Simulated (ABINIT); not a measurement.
# ZrB2 (P6/mmm) in ABINIT: a series of runs

One crystal, ZrB2, is run at these levels: LDA, LDA-PZ; tasks: relaxation of cell and atoms, single point.

Everything below comes from runs of ABINIT 10.8.3 (patched build). Logs are shortened: lines on timing, memory, paths and dates and some standing lists are left out, and cuts for length are marked. The log counts tension as positive stress, the text compression.

### 1 Starting point

Symmetry: P6/mmm, No. 191, hexagonal system. Conventional cell: a = 3.170 Å, b = 3.170 Å, c = 3.533 Å, α = 90.00°, β = 90.00°, γ = 120.00°. Around Zr (site symmetry 6/mmm) lie 12 B at 2.54 Å. Around B (site symmetry -6m2) lie 3 B at 1.83 Å.

### 2 Relaxation of cell and atoms, LDA

run.abi reads:

```
# Pseudopotentials
pp_dirpath "./"
pseudos "Zr.LDA_PW-JTH.xml, B.LDA_PW-JTH.xml"

# Structure
acell 5.9904318151 5.9904318151 6.6764023983
rprim
     1.0000000000     0.0000000000     0.0000000000
    -0.5000000000     0.8660254038     0.0000000000
     0.0000000000     0.0000000000     1.0000000000
ntypat 2
znucl 40 5
natom 3
typat 1 2 2
chkprim 0
chksymtnons 0
tolsym 1.0e-6
xred
            0.0            0.0            0.0
            2/3            1/3            1/2
            1/3            2/3            1/2

# Plane-wave basis
ecut 17.0
pawecutdg 34.0
pawovlp -1
ecutsm 0.5

# k points
kptopt 1
ngkpt 8 8 6
nshiftk 1
shiftk 0.0 0.0 0.0

# Exchange and correlation
ixc 7

# Bands and occupations
nband 13
occopt 3
tsmear 0.00183747

# SCF cycle
nstep 80
tolvrs 1.0e-10

# Output
iomode 3
prteig 0
prtebands 0
prtwf 0
prtden 0

# Relaxation
ionmov 2
optcell 2
ntime 50
tolmxf 2.0e-5
dilatmx 1.08
```

Potentials or basis: JTH PAW LDA v2.0.

Run with:

```console
> abinit run.abi > log 2>&1
```

run.abo:

```text
.Version 10.8.3 of ABINIT
 Symmetries : space group P6/m m m (#191); Bravais hP (primitive hexag.)
================================================================================
 Values of the parameters that define the memory need of the present run
     intxc =       0    ionmov =       2      iscf =      17    lmnmax =      18
     lnmax =       6     mgfft =      30  mpssoang =       3    mqgrid =    3001
     natom =       3  nloc_mem =       2    nspden =       1   nspinor =       1
    nsppol =       1      nsym =      24    n1xccc =       1    ntypat =       2
    occopt =       3   xclevel =       1
       mpw =         892          nfft =       21870          nkpt =          40
 PAW method is used; the additional fine FFT grid is defined by:
   mgfftf=        40    nfftf =     51840
================================================================================
================================================================================

--------------------------------------------------------------------------------
------------- Echo of variables that govern the present computation ------------
--------------------------------------------------------------------------------
 -outvars: echo values of preprocessed input variables --------
            acell      5.9904318151E+00  5.9904318151E+00  6.6764023983E+00 Bohr
              amu      9.12240000E+01  1.08110000E+01
          chkprim           0
      chksymtnons           0
          dilatmx      1.08000000E+00
             ecut      1.70000000E+01 Hartree
           ecutsm      5.00000000E-01 Hartree
           ionmov           2
              ixc           7
         kptrlatt        8    0    0      0    8    0      0    0    6
          kptrlen      4.00584144E+01
            natom           3
            nband          13
            ngfft          27      27      30
          ngfftdg          36      36      40
             nkpt          40
            nstep          80
             nsym          24
            ntime          50
           ntypat           2
           occopt           3
          optcell           2
        pawecutdg      3.40000000E+01 Hartree
          pawovlp     -1.0000000000E+00
           prtden           0
        prtebands           0
           prteig           0
            prtwf           0
            rprim      1.0000000000E+00  0.0000000000E+00  0.0000000000E+00
                      -5.0000000000E-01  8.6602540380E-01  0.0000000000E+00
                       0.0000000000E+00  0.0000000000E+00  1.0000000000E+00
          spgroup         191
           tolmxf      2.00000000E-05
           tolsym      1.00000000E-06
           tolvrs      1.00000000E-10
           tsmear      1.83747000E-03 Hartree
            typat      1  2  2
           useylm           1
           xangst      0.0000000000E+00  0.0000000000E+00  0.0000000000E+00
                       1.5849999989E+00  9.1510017607E-01  1.7664999988E+00
                      -3.9354360011E-17  1.8302003521E+00  1.7664999988E+00
            xcart      0.0000000000E+00  0.0000000000E+00  0.0000000000E+00
                       2.9952159075E+00  1.7292887105E+00  3.3382011991E+00
                      -7.4368962281E-17  3.4585774211E+00  3.3382011991E+00
             xred      0.0000000000E+00  0.0000000000E+00  0.0000000000E+00
                       6.6666666667E-01  3.3333333333E-01  5.0000000000E-01
                       3.3333333333E-01  6.6666666667E-01  5.0000000000E-01
            znucl       40.00000    5.00000

================================================================================

 chkinp: Checking input parameters for consistency.

================================================================================
== DATASET  1 ==================================================================

--- !DatasetInfo
iteration_state: {dtset: 1, }
dimensions: {natom: 3, nkpt: 40, mband: 13, nsppol: 1, nspinor: 1, nspden: 1, mpw: 892, }
cutoff_energies: {ecut:  17.0, pawecutdg:  34.0, }
electrons: {nelect:   1.80000000E+01, charge:   0.00000000E+00, occopt:   3.00000000E+00, tsmear:   1.83747000E-03, }
meta: {optdriver: 0, ionmov: 2, optcell: 2, iscf: 17, paral_kgb: 0, }
...

 Exchange-correlation functional for the present dataset will be:
  LDA: Perdew-Wang 92 LSD fit to Ceperley-Alder data - ixc=7
  J.P.Perdew and Y.Wang, PRB 45, 13244 (1992)

 Real(R)+Recip(G) space primitive vectors, cartesian coordinates (Bohr,Bohr^-1):
 R(1)=  5.9904318  0.0000000  0.0000000  G(1)=  0.1669329  0.0963787  0.0000000
[... 23 lines left out ...]

- pspini: atom type   2  psp file is ./B.LDA_PW-JTH.xml
 Pseudopotential format is: paw10
 basis_size (lnmax)=  4 (lmn_size=  8), orbitals=   0   0   1   1
 Spheres core radius: rc_sph= 1.70616958
 Shapefunction is SIN type: shapef(r)=[sin(pi*r/rshp)/(pi*r/rshp)]**2
 Radius for shape functions =  1.40269776
 Compensation charge density is not taken into account in XC energy/potential

   4.23419888E+02                                ecore*ucvol(ha*bohr**3)
--------------------------------------------------------------------------------

================================================================================

=== [ionmov= 2] Broyden-Fletcher-Goldfarb-Shanno method (forces)
================================================================================

--- Iteration: ( 1/50) Internal Cycle: (1/1)
--------------------------------------------------------------------------------

---SELF-CONSISTENT-FIELD CONVERGENCE--------------------------------------------
[... 709 lines left out ...]
 Difference of energy with previous step (new-old):
           Absolute (Ha)=-5.86084E-10
           Relative     =-1.09433E-11

 At Broyd/MD step   7, gradients are converged :
  max grad (force/stress) = 2.3877E-06 < tolmxf= 2.0000E-05 ha/bohr (free atoms)

================================================================================

 ----iterations are completed or convergence reached----

 Mean square residual over all n,k,spin=   16.350E-14; max=  58.018E-12
 reduced coordinates (array xred) for    3 atoms
       0.000000000000      0.000000000000      0.000000000000
       0.666666666667      0.333333333333      0.500000000000
       0.333333333333      0.666666666667      0.500000000000
 rms dE/dt=  0.0000E+00; max dE/dt=  0.0000E+00; dE/dt below (all hartree)
    1       0.000000000000      0.000000000000      0.000000000000
    2       0.000000000000      0.000000000000      0.000000000000
    3       0.000000000000      0.000000000000      0.000000000000

 cartesian coordinates (angstrom) at end:
    1      0.00000000000000     0.00000000000000     0.00000000000000
    2      1.56658097414216     0.90446594714458     1.74410904499356
    3      0.00000000000000     1.80893189428915     1.74410904499356

 cartesian forces (hartree/bohr) at end:
    1     -0.00000000000000    -0.00000000000000    -0.00000000000000
    2     -0.00000000000000    -0.00000000000000    -0.00000000000000
    3     -0.00000000000000    -0.00000000000000    -0.00000000000000
 frms,max,avg= 0.0000000E+00 0.0000000E+00   0.000E+00  0.000E+00  0.000E+00 h/b

 cartesian forces (eV/Angstrom) at end:
    1     -0.00000000000000    -0.00000000000000    -0.00000000000000
    2     -0.00000000000000    -0.00000000000000    -0.00000000000000
    3     -0.00000000000000    -0.00000000000000    -0.00000000000000
 frms,max,avg= 0.0000000E+00 0.0000000E+00   0.000E+00  0.000E+00  0.000E+00 e/A
 length scales=  5.920817990373  5.920817990453  6.591776857513 bohr
              =  3.133161948284  3.133161948327  3.488218089987 angstroms
 Fermi (or HOMO) energy (hartree) =   0.47609   Average Vxc (hartree)=  -0.46943
 Eigenvalues (hartree) for nkpt=  40  k points:
 kpt#   1, nband= 13, wtk=  0.00260, kpt=  0.0000  0.0000  0.0000 (reduced coord)
  -1.30756   -0.50879   -0.48590   -0.48590    0.00224    0.37130    0.37130    0.37249
   0.38697    0.60091    0.60091    0.63012    0.63012
      occupation numbers for kpt#   1
   2.00000    2.00000    2.00000    2.00000    2.00000    2.00000    2.00000    2.00000
   2.00000    0.00000    0.00000    0.00000    0.00000
 prteigrs : prtvol=0 or 1, do not print more k-points.

--- !EnergyTerms
iteration_state     : {dtset: 1, itime: 7, icycle: 1, }
comment             : Components of total free energy in Hartree
kinetic             :  1.57323852083385E+01
hartree             :  6.69590534277406E+00
xc                  : -9.06435838115654E+00
Ewald energy        : -4.88809957217541E+01
psp_core            :  2.11580043821534E+00
local_psp           : -3.14392139302748E+01
PAW spherical_terms :  1.12842545286194E+01
internal            : -5.35562225152382E+01
'-kT*entropy'       : -8.54064058258217E-05
total_energy        : -5.35563079216440E+01
total_energy_eV     : -1.45734138076455E+03
...

--- !EnergyTermsDC
iteration_state     : {dtset: 1, itime: 7, icycle: 1, }
comment             : '"Double-counting" decomposition of free energy'
band_energy         : -2.85305204486195E+00
Ewald energy        : -4.88809957217541E+01
psp_core            :  2.11580043821534E+00
xc_dc               : -5.16989604245911E+00
PAW spherical_terms :  1.23191910405988E+00
internal            : -5.35562242668000E+01
'-kT*entropy'       : -8.54064058258217E-05
total_energy_dc     : -5.35563096732058E+01
total_energy_dc_eV  : -1.45734142842697E+03
...

--- !EnergyTermsWithPAWCore
iteration_state     : {dtset: 1, itime: 7, icycle: 1, }
comment             : 'Components of total free energy, including PAW core contributions'
Total energy        : -3.64426416431562E+03
Total energy DC     : -3.64426416606718E+03
Total energy (eV)   : -9.91654797575794E+04
Total energy DC (eV): -9.91654798052418E+04
...

 Cartesian components of stress tensor (hartree/bohr^3)
  sigma(1 1)=  2.38766178E-08  sigma(3 2)=  0.00000000E+00
  sigma(2 2)=  2.38762379E-08  sigma(3 1)=  0.00000000E+00
  sigma(3 3)=  1.38976048E-08  sigma(2 1)=  0.00000000E+00

-Cartesian components of stress tensor (GPa)         [Pressure= -6.0461E-04 GPa]
- sigma(1 1)=  7.02474349E-04  sigma(3 2)=  0.00000000E+00
- sigma(2 2)=  7.02463170E-04  sigma(3 1)=  0.00000000E+00
- sigma(3 3)=  4.08881649E-04  sigma(2 1)=  0.00000000E+00

== END DATASET(S) ==============================================================
================================================================================

 -outvars: echo values of variables after computation  --------
            acell      5.9208179904E+00  5.9208179905E+00  6.5917768575E+00 Bohr
           etotal     -5.3556309673E+01
            fcart     -0.0000000000E+00 -0.0000000000E+00 -0.0000000000E+00
                      -0.0000000000E+00 -0.0000000000E+00 -0.0000000000E+00
                      -0.0000000000E+00 -0.0000000000E+00 -0.0000000000E+00
            rprim      1.0000000000E+00  0.0000000000E+00  0.0000000000E+00
                      -4.9999999999E-01  8.6602540379E-01  0.0000000000E+00
                       0.0000000000E+00  0.0000000000E+00  1.0000000000E+00
           strten      2.3876617813E-08  2.3876237864E-08  1.3897604777E-08
                       0.0000000000E+00  0.0000000000E+00  0.0000000000E+00
           xangst      2.1965485685E-30  1.3429073055E-29  0.0000000000E+00
                       1.5665809741E+00  9.0446594714E-01  1.7441090450E+00
                       3.7616321395E-17  1.8089318943E+00  1.7441090450E+00
             xred      3.1756505651E-30  4.9491721597E-30  0.0000000000E+00
                       6.6666666667E-01  3.3333333333E-01  5.0000000000E-01
                       3.3333333333E-01  6.6666666667E-01  5.0000000000E-01
 Calculation completed.
```

Run time: 54 s. Hardware: 1 thread of Intel Xeon Platinum 8488C (Sapphire Rapids), shared host; peak memory 0.1 GiB.

Results:

```yaml
Free_energy: -1457.3414 eV
Relaxed_volume: 9.89 Å³/atom
Relaxed_cell: a = 3.133 Å, b = 3.133 Å, c = 3.488 Å, α = 90.00°, β = 90.00°, γ = 120.00°
Space_group_after_relaxing_to_0.05_Å: P6/mmm (No. 191)
Energy_gained_by_relaxing: 10.3 meV/atom
Ionic_steps: 7
Pressure_after_relaxing: 0.0 GPa
Band_gap_on_the_k_mesh: none (metal or under the smearing width)
```

Step by step:
| step | energy change (eV) | largest force (eV/Å) | pressure (GPa) | volume (Å³) |
| --- | --- | --- | --- | --- |
| 1 | 0.0000 | 0.0000 | -8.78 | 30.75 |
| 2 | -0.0287 | 0.0000 | -2.33 | 29.93 |
| 3 | -0.0307 | 0.0000 | 0.10 | 29.65 |
| 4 | -0.0308 | 0.0000 | 0.01 | 29.66 |
| 5 | -0.0308 | 0.0000 | -0.02 | 29.66 |
| 6 | -0.0308 | 0.0000 | -0.01 | 29.66 |
| 7 | -0.0308 | 0.0000 | 0.00 | 29.66 |

Final structure:
```
Zr B
1.0
     3.13316    0.00000    0.00000
    -1.56658    2.71340    0.00000
     0.00000    0.00000    3.48822
Zr B
1 2
Direct
  0.00000 0.00000 0.00000
  0.66667 0.33333 0.50000
  0.33333 0.66667 0.50000
```

LDA usually gives volumes a few per cent too small. Zero-point motion and thermal expansion aren't in these numbers.

### 3 Single point, LDA-PZ, spin-orbit coupling, no magnetisation (cell squeezed)

run.abi reads:

```
# Pseudopotentials
pp_dirpath "./"
pseudos "Zr.LDA_PW-JTH.xml, B.LDA_PW-JTH.xml"

# Structure
acell 3.1271569103 3.1271569102 3.4852509034 Angstrom
rprim
     1.0000000000     0.0000000000     0.0000000000
    -0.5000000000     0.8660254038     0.0000000000
     0.0000000000     0.0000000000     1.0000000000
ntypat 2
znucl 40 5
natom 3
typat 1 2 2
xred
     0.0000000000     0.0000000000     0.0000000000
     0.6666666667     0.3333333333     0.5000000000
     0.3333333333     0.6666666667     0.5000000000
chkprim 0
chksymtnons 0
tolsym 1.0e-6

# Plane-wave basis
ecut 16.0
pawecutdg 32.0

# k points
kptopt 4
ngkpt 8 8 6
nshiftk 1
shiftk 0.0 0.0 0.0

# Exchange and correlation
ixc 2

# Bands and occupations
nband 26
occopt 3
tsmear 0.00183747

# Spin
nspinor 2
nspden 1
pawspnorb 1

# SCF cycle
nstep 100
tolvrs 1.0e-9

# Output
iomode 3
prtwf 0
prtden 0
prteig 0
prtebands 0
enunit 1
```

Potentials or basis: JTH PAW LDA v2.0.

Run with:

```console
> abinit run.abi > log 2>&1
```

Wall time 83 s (1 thread of Intel Xeon Platinum 8259CL at 2.50GHz (Skylake/Cascade Lake), shared host); peak memory 0.09 GiB.

It converged, with:

* Free energy: -1457.4173 eV
* Pressure: 1.2 GPa
* Band gap on the k mesh: none (metal or under the smearing width)

Stress tensor (GPa, compression positive):
```
1.33 0.00 0.00
0.00 1.33 0.00
0.00 0.00 0.80
```

Levels at points of the mesh, in eV from the Fermi level:
```tsv
k point	band 14	band 15	band 16	band 17	band 18	band 19	band 20	band 21	band 22	band 23
(0.00, 0.00, 0.00)	-2.84	-2.83	-2.83	-2.43	-2.43	3.39	3.39	3.45	3.45	4.17
(0.50, 0.00, 0.00)	-4.17	-3.23	-3.23	-2.94	-2.94	2.17	2.17	2.27	2.27	5.03
(0.00, 0.00, 0.50)	-1.12	-1.12	-1.12	0.17	0.17	0.20	0.20	0.61	0.61	0.71
(0.50, 0.00, 0.50)	-4.89	-4.40	-4.40	-2.00	-2.00	3.77	3.77	4.25	4.25	5.45
```

Caveat: the atomic spheres overlap.

### 4 Single point, LDA

run.abi reads:

```
# Pseudopotentials
pp_dirpath "./"
pseudos "Zr.upf, B.upf"

# Structure
acell 3.17 3.17 3.533 Angstrom
rprim
     1.0000000000     0.0000000000     0.0000000000
    -0.5000000000     0.8660254038     0.0000000000
     0.0000000000     0.0000000000     1.0000000000
ntypat 2
znucl 40 5
natom 3
typat 1 2 2
xred
     0.0000000000     0.0000000000     0.0000000000
     0.6666666667     0.3333333333     0.5000000000
     0.3333333333     0.6666666667     0.5000000000

# Plane-wave basis
ecut 28.0

# k points
kptopt 1
ngkpt 8 8 6
nshiftk 1
shiftk 0.0 0.0 0.0

# Exchange and correlation
ixc 7

# Bands and occupations
nband 13
occopt 3
tsmear 0.05 eV

# SCF cycle
nstep 100
tolvrs 1.0e-10

# Output
iomode 3
prtwf 0
prtden 0
prteig 0
prtebands 0
enunit 1
```

Potentials or basis: PseudoDojo NC SR LDA v0.4.1 standard.

Run with:

```console
> abinit run.abi > log 2>&1
```

It took 16 s on 1 thread of Arm Neoverse V2, shared host; peak memory 0.07 GiB.

The run converged. Its results:

* Free energy: -1543.3436 eV
* Band gap on the k mesh: none (metal or under the smearing width)
* Valence electrons inside the program's atomic spheres: Zr 8.43; B 2.63

Levels at points of the mesh, in eV from the Fermi level:
```csv
k point,band 6,band 7,band 8,band 9,band 10,band 11,band 12,band 13
"(0.00, 0.00, 0.00)",-2.77,-2.77,-2.74,-2.45,3.23,3.23,4.00,4.00
"(0.50, 0.00, 0.00)",-8.50,-4.03,-3.18,-2.82,2.12,2.15,4.77,4.85
"(0.00, 0.00, 0.50)",-7.08,-1.09,-1.09,0.18,0.18,0.62,0.62,1.64
"(0.50, 0.00, 0.50)",-7.04,-4.75,-4.26,-2.10,3.55,4.06,5.14,6.25
```

Caveat: the cutoff is too short for stress, so the log's stress isn't used.

### 5 Overview

```tsv
task	level	potentials or basis	spin	cell	cutoff (eV)	cell freedom (optcell)	optimiser (ionmov)	cutoff smearing ecutsm (Ha)	force stop (Ha/bohr)	fine-grid cutoff	gap on the mesh (eV)	pressure (GPa)
relaxation of cell and atoms	LDA	JTH PAW LDA v2.0	off	relaxed	463	2	2	0.5	2e-05	925.187 eV	none	0.0
single point	LDA-PZ	JTH PAW LDA v2.0	SOC, no magnetisation	cell squeezed	435	-	-	-	-	870.764 eV	none	1.2
single point	LDA	PseudoDojo NC SR LDA v0.4.1 standard	off	as given	762	-	-	-	-	-	none	-
```

Alike in all rows: k mesh 8 × 8 × 6; smearing fermi-dirac 0.05 eV.

Caveats: the atomic spheres overlap (some runs).

Absolute energies hang on the potentials; compare differences alone.
